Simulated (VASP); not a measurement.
# SnTe (Fm-3m) in VASP: further runs

One crystal, SnTe, is run at these levels: PBEsol, RPBE; tasks: single point, relaxation of cell and atoms.

Program: VASP 6.6.1. These are calculated values, not measurements. Logs are shortened: lines on timing, memory, paths and dates and some standing lists are left out, and cuts for length are marked.

**Experimental background.**

A printed reference work, textbook reports, for a bulk crystal of SnTe at 300 K: band gap 0.18 eV (direct).

The results are compared with them further down.

## (1) The crystal as given

It takes space group Fm-3m (No. 225, cubic). Conventional cell: a = 6.372 Å, b = 6.372 Å, c = 6.372 Å, α = 90.00°, β = 90.00°, γ = 90.00°. Around Sn (site symmetry m-3m) lie 6 Te at 3.19 Å. Around Te (site symmetry m-3m) lie 6 Sn at 3.19 Å.

The cell is a database's computed one.

## (2) Single point, PBEsol

File INCAR:

```
SYSTEM = SnTe
PREC = Accurate ; ENCUT = 520
EDIFF = 1E-6 ; ISMEAR = 0
SIGMA = 0.1 ; LREAL = .FALSE.
LASPH = .TRUE. ; NELM = 60
ALGO = Normal ; ISIF = 2
LWAVE = .FALSE. ; LCHARG = .TRUE.
GGA = PS ; LELF = .TRUE.
LVHAR = .TRUE. ; NBANDS = 17
```

File KPOINTS:

```
regular mesh
0
G
  12 12 12
  0 0 0
```

File POSCAR:

```
SnTe
1.0
    0.0000000000      3.1858130700      3.1858130700
    3.1858130700      0.0000000000      3.1858130700
    3.1858130700      3.1858130700      0.0000000000
Sn Te
1 1
Direct
    0.0000000000      0.0000000000      0.0000000000
    0.5000000000      0.5000000000      0.5000000000
```

Potentials or basis: VASP PAW PBE potentials, release 64 (Sn_d, Te).

Launch:

```bash
$ cat potpaw_PBE.64/Sn_d/POTCAR potpaw_PBE.64/Te/POTCAR > POTCAR
$ mpirun -np 1 vasp_std > vasp.out
```

OUTCAR:

```text
SYSTEM = SnTe
   PREC = Accurate
   ENCUT = 520
   EDIFF = 1E-6
   ISMEAR = 0
   LREAL = .FALSE.
   LASPH = .TRUE.
   NELM = 60
   ISIF = 2
   GGA = PS

 ion  position               nearest neighbor table
   1  0.000  0.000  0.000-   2 3.19   2 3.19   2 3.19   2 3.19   2 3.19   2 3.19
   2  0.500  0.500  0.500-   1 3.19   1 3.19   1 3.19   1 3.19   1 3.19   1 3.19

  LATTYP: Found a face centered cubic cell.
 ALAT       =     6.3716261400

  Lattice vectors:

 A1 = (   0.0000000000,   3.1858130700,   3.1858130700)
 A2 = (   3.1858130700,   0.0000000000,   3.1858130700)
 A3 = (   3.1858130700,   3.1858130700,   0.0000000000)

Analysis of symmetry for initial positions (statically):
=====================================================================
 Subroutine PRICEL returns:
 Original cell was already a primitive cell.

 Routine SETGRP: Setting up the symmetry group for a
 face centered cubic supercell.

 Subroutine GETGRP returns: Found 48 space group operations
 (whereof 48 operations were pure point group operations)
 out of a pool of 48 trial point group operations.

The static configuration has the point symmetry O_h .

Analysis of symmetry for dynamics (positions and initial velocities):
=====================================================================
 Subroutine PRICEL returns:
 Original cell was already a primitive cell.

 Routine SETGRP: Setting up the symmetry group for a
 face centered cubic supercell.

 Subroutine GETGRP returns: Found 48 space group operations
 (whereof 48 operations were pure point group operations)
 out of a pool of 48 trial point group operations.

The dynamic configuration has the point symmetry O_h .

 Subroutine INISYM returns: Found 48 space group operations
 (whereof 48 operations are pure point group operations),
 and found     1 'primitive' translations

----------------------------------------------------------------------------------------

                                     Primitive cell

  volume of cell :      64.6682

  direct lattice vectors                    reciprocal lattice vectors
     0.000000000  3.185813070  3.185813070    -0.156945806  0.156945806  0.156945806
     3.185813070  0.000000000  3.185813070     0.156945806 -0.156945806  0.156945806
     3.185813070  3.185813070  0.000000000     0.156945806  0.156945806 -0.156945806

  length of vectors
     4.505420051  4.505420051  4.505420051     0.271838110  0.271838110  0.271838110

  position of ions in fractional coordinates (direct lattice)
     0.000000000  0.000000000  0.000000000
     0.500000000  0.500000000  0.500000000

  ion indices of the primitive-cell ions
   primitive index   ion index
                 1           1
                 2           2

----------------------------------------------------------------------------------------

 KPOINTS: regular mesh

Automatic generation of k-mesh.
 Grid dimensions read from file:
 generate k-points for:   12   12   12

 Generating k-lattice:

  Cartesian coordinates                     Fractional coordinates (reciprocal lattice)
    -0.013078817  0.013078817  0.013078817     0.083333333  0.000000000  0.000000000
     0.013078817 -0.013078817  0.013078817     0.000000000  0.083333333  0.000000000
     0.013078817  0.013078817 -0.013078817     0.000000000  0.000000000  0.083333333

  Length of vectors
     0.022653176  0.022653176  0.022653176

  Shift w.r.t. Gamma in fractional coordinates (k-lattice)
     0.000000000  0.000000000  0.000000000

 Subroutine IBZKPT returns following result:
 ===========================================

 Found     72 irreducible k-points:

 Following reciprocal coordinates:
            Coordinates               Weight
  0.000000  0.000000  0.000000      1.000000
  0.083333  0.000000  0.000000      8.000000
  0.166667  0.000000  0.000000      8.000000
  0.250000  0.000000  0.000000      8.000000
  0.333333  0.000000  0.000000      8.000000
  0.416667  0.000000  0.000000      8.000000
[... 16 lines left out ...]
  0.500000  0.166667  0.000000     24.000000
 -0.416667  0.166667  0.000000     24.000000
 [... further k-points ...]
   k-points           NKPTS =     72   k-points in BZ     NKDIM =     72   number of bands    NBANDS=     17
   number of dos      NEDOS =    301   number of ions     NIONS =      2
   total plane-waves  NPLWV =  46656
   dimension x,y,z NGX =    36 NGY =   36 NGZ =   36
   dimension x,y,z NGXF=    72 NGYF=   72 NGZF=   72
   ions per type =               1   1
   NGX,Y,Z   is equivalent  to a cutoff of  13.28, 13.28, 13.28 a.u.
   NGXF,Y,Z  is equivalent  to a cutoff of  26.57, 26.57, 26.57 a.u.
 SYSTEM =  SnTe
   PREC   = accura    normal or accurate (medium, high low for compatibility)
   ISTART =      0    job   : 0-new  1-cont  2-samecut
   ICHARG =      2    charge: 1-file 2-atom 10-const
   ISPIN  =      1    spin polarized calculation?
   LNONCOLLINEAR =      F non collinear calculations
   LSORBIT =      F    spin-orbit coupling
   LASPH  =      T    aspherical Exc in radial PAW
   ENCUT  =  520.0 eV  38.22 Ry    6.18 a.u.   8.38  8.38  8.38*2*pi/ulx,y,z
   NELM   =     60;   NELMIN=  2; NELMDL= -5     # of ELM steps
   EDIFF  = 0.1E-05   stopping-criterion for ELM
   LREAL  =      F    real-space projection
   EDIFFG = 0.1E-04   stopping-criterion for IOM
   NSW    =      0    number of steps for IOM
   IBRION =     -1    ionic relax: 0-MD 1-quasi-New 2-CG
   NFREE  =      0    steps in history (QN), initial steepest desc. (CG)
   ISIF   =      2    stress and relaxation
   ISYM   =      2    0-nonsym 1-usesym 2-fastsym
   POTIM  = 0.5000    time-step for ionic-motion
   TEBEG  =    0.0;   TEEND  =   0.0 temperature during run
   PSTRESS=    0.0 pullay stress
   NELECT =      20.0000    total number of electrons
   NUPDOWN=      -1.0000    fix difference up-down
   EMIN   =  10.00;   EMAX   =-10.00  energy-range for DOS
   EFERMI =   0.00;   METHOD = LEGACY
   ISMEAR =     0;   SIGMA  =   0.10  broadening in eV -4-tet -1-fermi 0-gaus
   EFERMI_NEDOS =   21; number of points for ismear=-14 and -15
   IALGO  =     38    algorithm
   IMIX   =      4    mixing-type and parameters
     AMIX     =   0.40;   BMIX     =  1.00
     AMIX_MAG =   1.60;   BMIX_MAG =  1.00
  volume/ion in A,a.u.               =      32.33       218.20
  Fermi-wavevector in a.u.,A,eV,Ry     =   1.107103  2.092121 16.676337  1.225676
  Thomas-Fermi vector in A             =   2.243612
   LORBIT       =      0    0 simple, 1 ext, 2 COOP (PROOUT), +10 PAW based schemes
   GGA     = PS    functional components
   LHFCALC =     F    Hartree Fock is set to
   AEXX    =    0.0000 exact exchange contribution
   IVDW    =     0    specifies the selected vdW correction
   LEPSILON=     F    determine dielectric tensor
   LRPA    =     F    only Hartree local field effects (RPA)
 non-spin polarized calculation
 Gauss-broadening in eV      SIGMA  =   0.10
  energy-cutoff  :      520.00
  volume of cell :       64.67
 maximum number of plane-waves:      1807
 NGX is ok and might be reduce to    36
   NGX = 17   NGY = 17   NGZ = 17

 number of electron      20.0000002 magnetization

 Free energy of the ion-electron system (eV)
  ---------------------------------------------------
  ext. energy  EPLUGINS =         0.00000000
  ---------------------------------------------------
  free energy    TOTEN  =        -8.32611951 eV

  energy without entropy =       -8.32587198  energy(sigma->0) =       -8.32599574

 E-fermi :   6.3902     XC(G=0):  -9.5064

 val. band max:        6.3668837491   @ k =   0.5000   0.0000   0.0000
 cond. band min:       6.4135808845   @ k =   0.5000   0.0000   0.0000
 fundamental gap:      0.0466971354
 Fermi energy:         6.3902205756

 k-point     1 :       0.0000    0.0000    0.0000
  band No.  band energies     occupation
      1     -15.3723      2.00000
      2     -15.3723      2.00000
      3     -15.3673      2.00000
      4     -15.3673      2.00000
      5     -15.3673      2.00000
      6      -6.1816      2.00000
[... 9 lines left out ...]
     16      11.1702      0.00000
     17      13.1716      0.00000

 k-point     2 :       0.0833    0.0000    0.0000
  band No.  band energies     occupation
      1     -15.3725      2.00000
      2     -15.3725      2.00000
      3     -15.3672      2.00000
      4     -15.3670      2.00000
      5     -15.3670      2.00000
      6      -6.1255      2.00000
[... 9 lines left out ...]
     16      11.3133      0.00000
     17      13.6801      0.00000

 k-point     3 :       0.1667    0.0000    0.0000
  band No.  band energies     occupation
      1     -15.3732      2.00000
      2     -15.3732      2.00000
      3     -15.3669      2.00000
      4     -15.3659      2.00000
      5     -15.3659      2.00000
      6      -5.9615      2.00000
[... 9 lines left out ...]
     16      11.7156      0.00000
     17      14.7340      0.00000

 k-point     4 :       0.2500    0.0000    0.0000
  band No.  band energies     occupation
      1     -15.3743      2.00000
      2     -15.3743      2.00000
      3     -15.3665      2.00000
      4     -15.3644      2.00000
      5     -15.3644      2.00000
      6      -5.7052      2.00000
[... 9 lines left out ...]
     16      12.3538      0.00000
     17      16.0865      0.00000

 k-point     5 :       0.3333    0.0000    0.0000
  band No.  band energies     occupation
      1     -15.3755      2.00000
      2     -15.3755      2.00000
      3     -15.3662      2.00000
      4     -15.3627      2.00000
      5     -15.3627      2.00000
      6      -5.3931      2.00000
[... 9 lines left out ...]
     16      13.2069      0.00000
     17      16.7938      0.00000

 k-point     6 :       0.4167    0.0000    0.0000
  band No.  band energies     occupation
      1     -15.3764      2.00000
      2     -15.3764      2.00000
      3     -15.3659      2.00000
      4     -15.3615      2.00000
      5     -15.3615      2.00000
      6      -5.1049      2.00000
[... 9 lines left out ...]
     16      14.2446      0.00000
     17      15.8968      0.00000

 k-point     7 :       0.5000    0.0000    0.0000
  band No.  band energies     occupation
      1     -15.3767      2.00000
      2     -15.3767      2.00000
      3     -15.3658      2.00000
      4     -15.3610      2.00000
      5     -15.3610      2.00000
      6      -4.9786      2.00000
[... 9 lines left out ...]
     16      15.2006      0.00000
     17      15.2006      0.00000

 k-point     8 :       0.0833    0.0833    0.0000
  band No.  band energies     occupation
      1     -15.3731      2.00000
      2     -15.3720      2.00000
      3     -15.3676      2.00000
      4     -15.3667      2.00000
      5     -15.3667      2.00000
      6      -6.1069      2.00000
[... 9 lines left out ...]
     16      11.5618      0.00000
     17      13.3140      0.00000
[... 203 lines left out ...]
      1     -15.3755      2.00000
      2     -15.3712      2.00000
      3     -15.3681      2.00000
      4     -15.3650      2.00000
      5     -15.3650      2.00000
      6      -5.8899      2.00000
[... 9 lines left out ...]
     16      12.5597      0.00000
     17      13.5508      0.00000

 k-point    20 :       0.2500    0.1667    0.0000
  band No.  band energies     occupation
      1     -15.3770      2.00000
      2     -15.3712      2.00000
      3     -15.3682      2.00000
      4     -15.3639      2.00000
      5     -15.3636      2.00000
      6      -5.7024      2.00000
[... 9 lines left out ...]
     16      13.2153      0.00000
     17      14.1689      0.00000

 k-point    21 :       0.3333    0.1667    0.0000
  band No.  band energies     occupation
      1     -15.3783      2.00000
      2     -15.3720      2.00000
      3     -15.3677      2.00000
      4     -15.3629      2.00000
      5     -15.3620      2.00000
      6      -5.4392      2.00000
[... 9 lines left out ...]
     16      14.0338      0.00000
     17      15.3631      0.00000

 k-point    22 :       0.4167    0.1667    0.0000
  band No.  band energies     occupation
      1     -15.3790      2.00000
      2     -15.3732      2.00000
      3     -15.3667      2.00000
      4     -15.3622      2.00000
      5     -15.3608      2.00000
      6      -5.1488      2.00000
[... 9 lines left out ...]
     16      15.0233      0.00000
     17      15.7978      0.00000

 k-point    23 :       0.5000    0.1667    0.0000
  band No.  band energies     occupation
      1     -15.3790      2.00000
      2     -15.3744      2.00000
      3     -15.3656      2.00000
      4     -15.3619      2.00000
      5     -15.3604      2.00000
      6      -4.9242      2.00000
[... 9 lines left out ...]
     16      15.2839      0.00000
     17      15.7275      0.00000

 k-point    24 :      -0.4167    0.1667    0.0000
  band No.  band energies     occupation
      1     -15.3782      2.00000
      2     -15.3753      2.00000
      3     -15.3649      2.00000
      4     -15.3620      2.00000
      5     -15.3609      2.00000
      6      -4.8857      2.00000
[... 9 lines left out ...]
     16      14.1356      0.00000
     17      16.5771      0.00000

 [... further k-points ...]

------------------------ aborting loop because EDIFF is reached ----------------------------------------

  FORCE on cell =-STRESS in cart. coord.  units (eV):
  Direction    XX          YY          ZZ          XY          YZ          ZX
  --------------------------------------------------------------------------------------
  -------------------------------------------------------------------------------------
  Total       -0.6944885     -0.6944885     -0.6944885     -0.0000000      0.0000000      0.0000000
  in kB      -17.2061925    -17.2061925    -17.2061925     -0.0000000      0.0000000      0.0000000
  external PRESSURE =     -17.2061925 kB  Pullay stress =       0.0000000 kB

 VOLUME and BASIS-vectors are now :
 -----------------------------------------------------------------------------
  energy-cutoff  :      520.00
  volume of cell :       64.67
      direct lattice vectors                 reciprocal lattice vectors
     0.000000000  3.185813070  3.185813070    -0.156945806  0.156945806  0.156945806
     3.185813070  0.000000000  3.185813070     0.156945806 -0.156945806  0.156945806
     3.185813070  3.185813070  0.000000000     0.156945806  0.156945806 -0.156945806

 POSITION                                       TOTAL-FORCE (eV/Angst)
 -----------------------------------------------------------------------------------
      0.00000      0.00000      0.00000         0.000000     -0.000000     -0.000000
      3.18581      3.18581      3.18581        -0.000000      0.000000      0.000000
 -----------------------------------------------------------------------------------
    total drift:                               -0.000000      0.000000      0.000000

  FREE ENERGIE OF THE ION-ELECTRON SYSTEM (eV)
  ---------------------------------------------------
  free  energy   TOTEN  =        -8.3261195073 eV

  energy  without entropy=       -8.3258719793  energy(sigma->0) =       -8.32599574
```

Wall time 27 s (1 thread of Intel Xeon 6975P-C (Granite Rapids), shared host); peak memory 0.25 GiB.

What came out:

| Item | Value |
| --- | --- |
| Free energy | -8.3261 eV |
| Pressure | -1.7 GPa |
| Band gap on the k mesh | 0.05 eV, direct |

Levels at points of the mesh, in eV from the valence-band top:
```csv
k point,band 8,band 9,band 10,band 11,band 12,band 13
"(0.00, 0.00, 0.00)",-2.01,-2.01,-2.01,3.29,3.29,3.29
"(0.50, 0.00, 0.00)",-1.68,-1.68,0.00,0.05,0.43,0.43
"(0.50, 0.50, 0.00)",-5.34,-3.56,-3.56,2.26,4.78,4.78
```

Caveat: the PAW data sets were made with another functional, which shifts forces and pressure a little; spin-orbit coupling is left out, which moves the levels of the heavy elements.

## (3) Relaxation of cell and atoms, PBEsol

File INCAR:

```
SYSTEM = SnTe
PREC = Accurate ; ENCUT = 580
EDIFF = 1E-7 ; ISMEAR = 0
SIGMA = 0.1 ; LREAL = .FALSE.
LASPH = .TRUE. ; NELM = 60
ALGO = Normal ; ISIF = 3
LWAVE = .FALSE. ; LCHARG = .FALSE.
GGA = PS ; IBRION = 2
NSW = 90 ; EDIFFG = -0.005
```

KPOINTS is that of step 2.

POSCAR is that of step 2.

Potentials or basis: VASP PAW PBE potentials, release 64 (Sn, Te).

Launch:

```bash
$ cat potpaw_PBE.64/Sn/POTCAR potpaw_PBE.64/Te/POTCAR > POTCAR
$ mpirun -np 1 vasp_std > vasp.out
```

Wall time 37 s (1 thread of Intel Xeon 6975P-C (Granite Rapids), shared host); peak memory 0.25 GiB.

Results (log left out):

| Item | Value |
| --- | --- |
| Free energy | -8.3334 eV |
| Relaxed volume | 31.09 Å³/atom |
| Relaxed cell | a = 4.447 Å, b = 4.447 Å, c = 4.447 Å, α = 60.00°, β = 60.00°, γ = 60.00° |
| Space group after relaxing (to 0.05 Å) | Fm-3m (No. 225) |
| Energy gained by relaxing | 6.9 meV/atom |
| Ionic steps | 3 |
| Pressure after relaxing | 0.0 GPa |
| Band gap on the k mesh | 0.16 eV, direct |

Step by step:
```csv
step,energy change (eV),largest force (eV/Å),pressure (GPa),volume (Å³)
1,0.0000,0.0000,-1.72,64.67
2,-0.0127,0.0000,0.56,61.48
3,-0.0139,0.0000,0.00,62.17
```

Final structure:
```
CELL_PARAMETERS angstrom
0.00000 3.14428 3.14428
3.14428 0.00000 3.14428
3.14428 3.14428 0.00000
ATOMIC_POSITIONS crystal
Sn 0.00000 0.00000 0.00000
Te 0.50000 0.50000 0.50000
```

Levels at points of the mesh, in eV from the valence-band top:
```tsv
k point	band 2	band 3	band 4	band 5	band 6	band 7	band 8	band 9
(0.00, 0.00, 0.00)	-4.62	-2.10	-2.10	-2.10	3.41	3.41	3.41	4.75
(0.50, 0.00, 0.00)	-8.33	-1.77	-1.77	0.00	0.16	0.40	0.40	7.74
(0.50, 0.50, 0.00)	-6.43	-5.60	-3.73	-3.73	2.12	5.01	5.01	6.48
```

Caveat: the PAW data sets were made with another functional, which shifts forces and pressure a little; spin-orbit coupling is left out, which moves the levels of the heavy elements. A k mesh can miss the band edges.

(Continued in part 2 of 2.)
